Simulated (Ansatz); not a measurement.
# NaCl (Fm-3m) in Ansatz: convergence with xc grid

Aim: find how far xc grid must go before the results for NaCl settle, at PBEsol. This setting moves, with any that are tied to it; all else stays.

Program: Ansatz 0.2.0. These are calculated values, not measurements. Logs are shortened: lines on timing, memory, paths and dates and some standing lists are left out, and cuts for length are marked.

## Step 1: The crystal as given

Symmetry: Fm-3m, No. 225, cubic system. The conventional cell has a = 5.588 Å, b = 5.588 Å, c = 5.588 Å, α = 90.00°, β = 90.00°, γ = 90.00°. Around Cl (site symmetry m-3m) lie 6 Na at 2.79 Å. Around Na (site symmetry m-3m) lie 6 Cl at 2.79 Å.

The cell is a database's computed one.

## Step 2: With xc grid 1

Input file input.yaml:

```yaml
crystal:
  lattice:
    - [0.0, 2.7940632177, 2.7940632177]
    - [2.7940632177, 0.0, 2.7940632177]
    - [2.7940632177, 2.7940632177, 0.0]
  atoms:
    - { symbol: Cl, position: [0.5, 0.5, 0.5] }
    - { symbol: Na, position: [0.0, 0.0, 0.0] }
kpoints:
  mp_grid: { grid: [8, 8, 8] }
scf:
  occupations: { method: fermi_dirac, width: 0.05 }
hamiltonian:
  xc: pbesol
  pseudopotentials: { kind: all_electron, lapw: { basis_error: 0.001 } }
output:
  forces: true
  stress: true
  eigenvalues: true
basis:
  xc_grid: 1
```

Potentials or basis: all-electron LAPW, scalar-relativistic.

Command:

```
$ ansatz run input.yaml --threads 1 --pin off --max-ram 3072MiB --backend cpu --events-out ev --progress --plain --runs-dir out
```

What it wrote:

```text
Warning: RAYON_NUM_THREADS=1 ignored (pool sized by the plan → 1); use --threads N
LAPW: plane waves up to 6.655 Å⁻¹, error target 1.0e-3 eV per atom; small_component_spin mean_spin; Na in spheres of 1.390 Å, 9 of its electrons in bands, Dirac shells []; Cl in spheres of 1.404 Å, 15 of its electrons in bands, Dirac shells [] (how accurate: hamiltonian.pseudopotentials.lapw.basis_error, Limitations)
Engine: ansatz 0.2.0, x86_64-unknown-linux-gnu
Pseudopotentials: kind: all_electron
Pseudopotential: Cl, LAPW, valence charge 15, lapw/all_electron/scalar/gaussian/Cl, Koelling and Harmon's equation, gaussian nucleus
Pseudopotential: Na, LAPW, valence charge 9, lapw/all_electron/scalar/gaussian/Na, Koelling and Harmon's equation, gaussian nucleus
Functional definition: PBEsol
  exchange = pbesol_x
  correlation = pbesol_c
Crystal: 2 atoms, lattice volume = 43.625 Å³
Basis set: ecut = 168.75582731221294 eV, 229 PW (Γ), exchange–correlation at level 1
Bands: 16, of which v1, the nominal top of the filled ones, is band 12 counted from 1 (11 counted from 0)
Symmetry: 48 space group operations
Space group: Fm-3m (ITA 225), of the structure as read, at distance tolerance 3.5e-5 Å
k-points: 29 of 512
Non-local potential: Cl, projectors of the file, none
Non-local potential: Na, projectors of the file, none
Initial density: superposition of atomic densities (chi_scale 0.1, normalization cell, long waves kept (reshape's long-wave potential 0.00 eV rms))
Initial wavefunctions: plane waves of lowest kinetic energy (no species holds an atomic orbital)
Functional: x = pbesol(κ = 0.804, μ = 0.12345679012345678), c = pbesol(β = 0.046)
iter 1 solved again at ethr=1.39e-3 eV; its pass at ethr=1.00e-1 eV (dr2=3.33e-1 eV) is discarded
SCF iter   1: F=—  HF=-16952.660608 eV  |F-HF|=—  |Δ(HF+E_count)|=         —  Δρ=2.00e-2  dr2=3.32e-1  ethr=1.39e-3  ⟨swp⟩=2.0  Hψ=2955  notcnv=0
preconditioner: auto → none  [insulator: Δε(μ)=5.556 eV  Ē_g=20.623 eV  σ=0.050 eV  W_gap=1.00  n_scr=14 (ndim 8)  ℏωp=21.0 eV  f_vac=0.000  D(μ)=0.00/eV (n_scr^D=0)  ε∞_Penn≈2.0]
iter 2 solved again at ethr=6.32e-5 eV; its pass at ethr=1.39e-3 eV (dr2=1.52e-2 eV) is discarded
SCF iter   2: F=—  HF=-16952.495432 eV  |F-HF|=—  |Δ(HF+E_count)|=   1.65e-1  Δρ=4.49e-3  dr2=1.52e-2  ethr=6.32e-5  ⟨swp⟩=2.0  Hψ=2386  notcnv=0
SCF iter   3: F=—  HF=-16952.496489 eV  |F-HF|=—  |Δ(HF+E_count)|=         —  Δρ=2.64e-3  dr2=5.60e-3  ethr=6.32e-5  ⟨swp⟩=2.0  Hψ=1397  notcnv=0
the basis was enlarged: its passes take 352.4 KiB over the memory plan, 1 of 1 planned eigensolver slots
SCF iter   4: F=—  HF=-16952.498720 eV  |F-HF|=—  |Δ(HF+E_count)|=   2.23e-3  Δρ=1.82e-4  dr2=2.03e-5  ethr=2.33e-5  ⟨swp⟩=2.0  Hψ=1397  notcnv=0
SCF iter   5: F=—  HF=-16952.498759 eV  |F-HF|=—  |Δ(HF+E_count)|=   3.94e-5  Δρ=3.48e-5  dr2=6.08e-7  ethr=8.45e-8  ⟨swp⟩=3.0  Hψ=1349  notcnv=0
SCF iter   6: F=-16952.498760 eV  HF=-16952.498760 eV  |F-HF|=1.82e-7  |Δ(HF+E_count)|=   9.05e-7  Δρ=1.13e-5  dr2=7.09e-8  ethr=2.53e-9  ⟨swp⟩=3.0  Hψ=1355  notcnv=0
SCF 1 converged in 6 iterations: F = -16952.498760 eV  dr2 = 7.09e-8
SCF converged after 6 iterations
Free energy (F): -16952.498760 eV
Harris-Foulkes:  -16952.498760 eV  (|F-HF|=1.82e-7)
Internal energy: -16952.498760 eV  (E = F + TS)
E sigma→0 (E₀):  -16952.498760 eV
Fermi energy:    4.051423 eV
--- Per-component energies (eV) ---
  E_band       = -1794.747751
  E_kinetic    = 17016.512441
  E_xc         = -1129.663022
  E_electrostatic = -32839.348179  (all electrons and nuclei)
  E_smearing   = -0.000000  (= −TS)
  E_closure    = 0.000000  (closes the sum)
  E_atoms      = -16945.526520  (free atoms, spherical and without spin; not in F)
  Σ components = -16952.498760   (vs F -16952.498760, Δ=0.00e0)
  Basis errors (estimates in eV, not in F): energy 3.5e-4 per atom: plane waves 3.1e-4 (1.7e-4 summed), levels above the bands 3.5e-84, relativity 4.0e-8, radial functions 4.6e-5, core shells 3.6e-15; eigenvalues (radial functions only) 9.6e-6; not estimated: angular momenta, meshes, grids; target (lapw.basis_error) 1.0e-3; muffin-tin radii Na 1.390 Å, Cl 1.404 Å
--- Forces (eV/Å), atoms counted from 1 ---
  atom   1  Cl    -0.00000000    -0.00000000    -0.00000000
  atom   2  Na     0.00000000     0.00000000     0.00000000
  max |Σ_I F_I| component: 1.81e-31 eV/Å
--- Stress (GPa, compression-positive) ---
        0.201789      -0.000000       0.000000
       -0.000000       0.201789      -0.000000
        0.000000      -0.000000       0.201789
  P = ⅓ Tr σ = 0.2018 GPa (2.018 kbar)
--- Band table (eV; the first three rows and the last of 29) ---
  k-point 0: bands = ["-241.4971", "-180.7027", "-180.7027", "-180.7027", "-47.0947", "-19.1762", "-19.1762", "-19.1762", "-11.2429", "1.4619", "1.4619", "1.4619", "6.5004", "12.3825", "12.3825", "12.3825"]
  k-point 1: bands = ["-241.4971", "-180.7027", "-180.7027", "-180.7027", "-47.0946", "-19.1813", "-19.1765", "-19.1765", "-11.1913", "1.0648", "1.4178", "1.4178", "7.0154", "11.8459", "12.5807", "12.5807"]
  k-point 2: bands = ["-241.4971", "-180.7027", "-180.7027", "-180.7027", "-47.0942", "-19.1936", "-19.1774", "-19.1774", "-11.0629", "0.2880", "1.3148", "1.3148", "7.9897", "11.3370", "12.6940", "12.6940"]
  k-point 28: bands = ["-241.4971", "-180.7027", "-180.7027", "-180.7027", "-47.0934", "-19.1926", "-19.1926", "-19.1881", "-10.8014", "0.1876", "0.1876", "0.6557", "10.2869", "11.0236", "11.0236", "12.7710"]
```

Run time: 7.2 s. Hardware: 1 thread of Intel Xeon Platinum 8259CL at 2.50GHz (Skylake/Cascade Lake), shared host; peak memory 0.28 GiB.

Results:

```yaml
Free_energy: -16952.4988 eV
Pressure: 0.2 GPa
Band_gap_on_the_k_mesh: 5.04 eV, direct
```

## Step 3: With xc grid 2

input.yaml, as its differences from that of step 2:

```diff
@@ -20,2 +20,2 @@
 basis:
-  xc_grid: 1
+  xc_grid: 2
```

Potentials or basis: all-electron LAPW, scalar-relativistic.

Command:

```
$ ansatz run input.yaml --threads 1 --pin off --max-ram 3072MiB --backend cpu --events-out ev --progress --plain --runs-dir out
```

Run time: 3.1 s. Hardware: 1 thread of Intel Xeon Platinum 8259CL at 2.50GHz (Skylake/Cascade Lake), shared host; peak memory 0.28 GiB.

What came out:

- Free energy: -16952.4988 eV
- Pressure: 0.2 GPa
- Band gap on the k mesh: 5.04 eV, direct

## Step 4: With xc grid 3

input.yaml, as its differences from that of step 3:

```diff
@@ -20,2 +20,2 @@
 basis:
-  xc_grid: 2
+  xc_grid: 3
```

Command:

```
$ ansatz run input.yaml --threads 1 --pin off --max-ram 3072MiB --backend cpu --events-out ev --progress --plain --runs-dir out
```

It took 3.2 s on 1 thread of Intel Xeon Platinum 8259CL at 2.50GHz (Skylake/Cascade Lake), shared host; peak memory 0.28 GiB.

The run converged. Its results:

```yaml
Free_energy: -16952.4988 eV
Pressure: 0.2 GPa
Band_gap_on_the_k_mesh: 5.04 eV, direct
```

## Step 5: With xc grid 4

input.yaml, as its differences from that of step 4:

```diff
@@ -20,2 +20,2 @@
 basis:
-  xc_grid: 3
+  xc_grid: 4
```

Command:

```
$ ansatz run input.yaml --threads 1 --pin off --max-ram 3072MiB --backend cpu --events-out ev --progress --plain --runs-dir out
```

Wall time 3.2 s (1 thread of Intel Xeon Platinum 8259CL at 2.50GHz (Skylake/Cascade Lake), shared host); peak memory 0.28 GiB.

Results (log left out):

| Property | Result |
| --- | --- |
| Free energy | -16952.4988 eV |
| Pressure | 0.2 GPa |
| Band gap on the k mesh | 5.04 eV, direct |

## Step 6: Result

| xc grid | energy less the tightest run, at zero smearing (meV/atom) | SCF cycles | CPU time (s) | peak memory (GiB) |
| --- | --- | --- | --- | --- |
| 1 | 0.00 | 6 | 3.2 | 0.28 |
| 2 | 0.00 | 6 | 3.1 | 0.28 |
| 3 | 0.00 | 6 | 3.2 | 0.28 |
| 4 | 0.00 | 6 | 3.2 | 0.28 |

Against the tightest run, the energy stays within 1 meV/atom from 1 on. The tightest run that finished is the yardstick and may itself not be fully converged.
